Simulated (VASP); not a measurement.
TaN:

```
Ta N
1.0
     2.93800    0.00000    0.00000
    -1.46900    2.54438    0.00000
     0.00000    0.00000    2.88300
Ta N
1 1
Direct
  0.33333 0.66667 0.50000
  0.00000 0.00000 0.00000
```

| Item | Value |
| --- | --- |
| Program | VASP 6.6.1 |
| Task | relaxation of cell and atoms |
| Functional | PBE |
| Potentials or basis | VASP PAW PBE potentials, release 64 (Ta_pv, N) |
| Cutoff | 900 eV |
| k mesh | 10 × 10 × 9 |
| Occupations | fermi-dirac, width 0.05 eV |
| Spin | no spin polarisation |

At the start: pressure 5.5 GPa; volume 10.78 Å³/atom.

Task: How do energy, volume and symmetry change on relaxing?

Result: Over 3 steps the energy falls by 2.9 meV/atom and the volume is 10.95 Å³/atom (+1.6 %); space group P-6m2 (No. 187, to 0.05 Å).

Step by step:
```tsv
step	energy change (eV)	largest force (eV/Å)	pressure (GPa)	volume (Å³)
1	0.0000	0.0000	5.54	21.55
2	0.0269	0.0000	-11.89	22.73
3	-0.0058	0.0000	-0.03	21.90
```

Final structure:
```
Ta N
1.0
     2.95246    0.00000    0.00000
    -1.47623    2.55690    0.00000
     0.00000    0.00000    2.90055
Ta N
1 1
Cartesian
  0.0000 1.7046 1.4503
  0.0000 0.0000 0.0000
```
